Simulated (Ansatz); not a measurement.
System: zinc-blende InN (metastable phase). Method: r²SCAN (Ansatz, a quantum-chemistry and plane-wave program, PAW).

Numerical settings: plane-wave cutoff 560 eV, 12×12×12 k mesh, Fermi–Dirac smearing 0.01 eV, scalar-relativistic PAW data made under PBE.

Pressure at four volumes; x = ln(V/15.617 Å³). One pressure is withheld.

```json
[
 {"V (Å³/atom)": "14.680", "x": "-0.0619", "P (GPa)": "?"},
 {"V (Å³/atom)": "14.992", "x": "-0.0408", "P (GPa)": "6.26"},
 {"V (Å³/atom)": "15.617", "x": "0.0000", "P (GPa)": "0.00"},
 {"V (Å³/atom)": "16.554", "x": "0.0583", "P (GPa)": "-7.13"}
]
```

Pass a parabola P(x) through the three rows shown, estimate the bulk modulus and its pressure derivative near zero pressure, and predict the withheld pressure.

Slopes between the rows: (0.00 − (6.26))/(0.0000 − (-0.0408)) = -153.43 and (-7.13 − (0.00))/(0.0583 − (0.0000)) = -122.30 GPa. Their difference over the span 0.0991 is c = 31.13/0.0991 = 314.1 GPa, so P(x) = 6.26 + (-153.43)(x − (-0.0408)) + 314.1 (x − (-0.0408))(x − (0.0000)). At the middle row B = −dP/dx = −[-153.43 + 314.1 × 0.0408] = 140.6 GPa, and B′ = dB/dP = 2c/B = 4.5. At x = -0.0619 the parabola gives 9.91 GPa; the run gives 9.94 GPa. The Birch–Murnaghan fit to the energies at all volumes has B0 = 140 GPa and B′ = 4.5.

Note: the gap of the solid is closed in this run; this level leaves the solid without a gap, although one is measured.

Spin–orbit coupling is not included; it can open a gap where bands touch, and shift volumes and moduli.
